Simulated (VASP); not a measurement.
A run of VASP 6.6.1:

The input INCAR:

```
AGGAC = 1.0
AGGAX = 1.0
ALDAC = 0.0
ALDAX = 1.0
ALGO = Normal
EDIFF = 1E-7
EDIFFG = -0.01
ENCUT = 600
GGA = B5
IBRION = 2
ISIF = 3
ISMEAR = -1
LASPH = True
LCHARG = False
LREAL = False
LWAVE = False
NELM = 80
NSW = 40
PREC = Accurate
SIGMA = 0.05
```

KPOINTS

```
k-points
0
Gamma
  9 9 9
```

File POSCAR:

```
ZnS
1.0
    0.0000000000      2.7020000000      2.7020000000
    2.7020000000      0.0000000000      2.7020000000
    2.7020000000      2.7020000000      0.0000000000
Zn S
1 1
Direct
    0.7500000000      0.7500000000      0.7500000000
    0.0000000000      0.0000000000      0.0000000000
```

Potentials or basis: VASP PAW PBE potentials, release 64 (Zn, S).

Launch:

```bash
$ cat potpaw_PBE.64/Zn/POTCAR potpaw_PBE.64/S/POTCAR > POTCAR
$ mpirun -np 1 vasp_std > vasp.out
```

Hardware: 1 thread of Intel(R) Xeon(R) 6975P-C (Granite Rapids), on a shared host.

Problem. How long does it take, and how much memory?

Solution. It took 36 s on 1 thread of Intel(R) Xeon(R) 6975P-C (Granite Rapids), with other jobs on the host, peak memory 0.19 GiB. Counts: scf iterations 32, k points 35, ion steps 3.
